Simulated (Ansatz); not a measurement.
Relaxing InO2

Method: DFT PBE, scalar-relativistic, plane waves, PAW in Ansatz 0.2.0. Cutoff 420 eV, Γ-centred k mesh, Gaussian smearing, no spin polarisation in the final step.

The start is a random cell of InO2 with space group P4_2/nnm (No. 134), drawn with lower limits on the distances.

```yaml
crystal:
  lattice:
    - [4.27655, 0.00000, 0.00000]
    - [0.00000, 4.27655, 0.00000]
    - [0.00000, 0.00000, 5.29086]
  atoms:
    - { symbol: In, position: [0.50000, 0.50000, 0.00000] }
    - { symbol: In, position: [0.00000, 0.00000, 0.50000] }
    - { symbol: O, position: [0.75000, 0.25000, 0.25000] }
    - { symbol: O, position: [0.25000, 0.75000, 0.25000] }
    - { symbol: O, position: [0.25000, 0.25000, 0.75000] }
    - { symbol: O, position: [0.75000, 0.75000, 0.75000] }
```

Cell and atoms relax at zero pressure; the relaxation can't lower the symmetry of the start. After a coarse first stage the cell is made exact in the group found at 0.06 Å.

Energies over the elements count from the elements' standard structures at the same level (O₂ as a molecule), with no empirical corrections.

Question: Describe the relaxed structure.

Answer: It keeps P4_2/nnm (No. 134). Conventional cell: a = 4.023 Å, c = 5.847 Å. In has 4 O at 2.04 Å; O has 2 In at 2.04 Å.

```
In O
1.0
     4.02273    0.00000    0.00000
     0.00000    4.02273    0.00000
     0.00000    0.00000    5.84675
In O
2 4
Direct
  0.50000 0.50000 0.00000
  0.00000 0.00000 0.50000
  0.75000 0.25000 0.25000
  0.25000 0.75000 0.25000
  0.25000 0.25000 0.75000
  0.75000 0.75000 0.75000
```

Question: What are its volume, energy, density and gap?

Answer: The volume per atom is 15.77 Å³, the density is 5.15 g/cm³ and the energy over the elements is -0.48 eV/atom. The gap on the 10×10×6 mesh is 0 eV (a metal).

The final run used a 10×10×6 mesh on its 6-atom cell and 0.10 eV smearing. For metals, differences of a few meV/atom aren't resolved. A structure relaxed within its symmetry needn't be a true minimum.

Cost: 2 runs of about 1.6 core-minutes in all, on Intel Xeon Platinum 8375C (Ice Lake) (shared hosts).